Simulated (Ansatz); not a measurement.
Theory: DFT PBE, scalar-relativistic, plane waves, PAW (Ansatz). All cells share a 420 eV cutoff and Γ-centred k meshes spaced at most about 0.3 Å⁻¹ (about 0.25 or finer for metals, 2π included). No spin polarisation in the final relaxations.

All energies are static (0 K, no zero-point motion).

Two forms of Si₅C were relaxed alike.

1.

```cif
data_structure
_symmetry_space_group_name_H-M 'P4/mmm'
_symmetry_Int_Tables_number 123
_cell_length_a 2.7569
_cell_length_b 2.7569
_cell_length_c 9.9819
_cell_angle_alpha 90.000
_cell_angle_beta 90.000
_cell_angle_gamma 90.000
_cell_volume 75.87
loop_
_atom_site_label
_atom_site_type_symbol
_atom_site_symmetry_multiplicity
_atom_site_Wyckoff_symbol
_atom_site_fract_x
_atom_site_fract_y
_atom_site_fract_z
_atom_site_occupancy
Si1 Si 2 h 0.50000 0.50000 0.11792 1
Si2 Si 2 g 0.00000 0.00000 0.31531 1
Si3 Si 1 d 0.50000 0.50000 0.50000 1
C1 C 1 a 0.00000 0.00000 0.00000 1
```

2.

```cif
data_structure
_symmetry_space_group_name_H-M 'P-6m2'
_symmetry_Int_Tables_number 187
_cell_length_a 2.8895
_cell_length_b 2.8895
_cell_length_c 10.6809
_cell_angle_alpha 90.000
_cell_angle_beta 90.000
_cell_angle_gamma 120.000
_cell_volume 77.23
loop_
_atom_site_label
_atom_site_type_symbol
_atom_site_symmetry_multiplicity
_atom_site_Wyckoff_symbol
_atom_site_fract_x
_atom_site_fract_y
_atom_site_fract_z
_atom_site_occupancy
Si1 Si 2 h 0.33333 0.66667 0.61387 1
Si2 Si 1 c 0.33333 0.66667 0.00000 1
Si3 Si 2 i 0.66667 0.33333 0.81098 1
C1 C 1 f 0.66667 0.33333 0.50000 1
```

**Question.** Which is lower in energy, and by how much?

**Answer.** Cell 2 is lower, by 281 meV/atom. Cell 1 has space group P4/mmm (No. 123), 12.6 Å³/atom and no gap on its mesh; cell 2 has space group P-6m2 (No. 187), 12.9 Å³/atom and no gap. Counting Si atoms around C (those within 1.25 times the shortest such distance or 1.15 times the sum of covalent radii; the shortest distance is added where it exceeds 1.18 times the sum of covalent radii), cell 1 has C 8 from 2.3 Å and cell 2 has C 6. Cell 1 and cell 2 both hold Si–Si pairs. Even the lower one lies +0.64 eV/atom against the reference forms of the elements (uncorrected), so neither is stable at this level. In cell 1, Si on a site of symmetry 4mm has 4 C at 2.28 Å, 1 Si at 2.35 Å and 8 Si at 2.76–2.77 Å; Si on a second site of symmetry 4mm has 12 Si at 2.68–2.77 Å and 1 C at 3.15 Å; around C lie 8 Si at 2.28 Å, 4 C at 2.76 Å and 2 Si at 3.15 Å; 1 more site not described. In cell 2, around Si on a site of symmetry 3m lie 3 C at 2.06 Å, 1 Si at 2.43 Å and 3 Si at 2.69 Å; around Si on a site of symmetry -6m2 lie 6 Si at 2.62 Å and 6 Si at 2.89 Å; C has 6 Si at 2.06 Å, 6 C at 2.89 Å and 2 Si at 3.32 Å; 1 more site not described. Both come from invented guesses. A third cell relaxed alike, in P-6m2, lies 69 meV/atom below the lower of the two.

Cells relaxed within their symmetry can be saddle points.

The energy order most likely follows the carbon environment. Carbon's compact 2s and 2p orbitals favour a few short, directional bonds, as in tetrahedral silicon carbide. The cube of eight Si at 2.28 Å in cell 1 spreads its valence electrons over many weak contacts, whereas the trigonal prism of six at 2.06 Å in cell 2 allows better overlap, though these contacts too are stretched. The shortest Si–Si distance runs the other way, being shorter in the less stable cell, so it doesn't explain the preference by itself.

The missing gaps fit the crowded silicon layers, which resemble the metallic high-pressure forms of silicon more than its diamond structure. Both cells probably pay for giving up sp³ bonding on both elements. Since silicon carbide is itself bound relative to the elements, decomposition into the carbide and silicon should be more favourable still than the elemental reference suggests. The result therefore ranks two strained, over-coordinated packings and says little about how carbon would sit in silicon at this composition, where fourfold networks are the natural competitors.
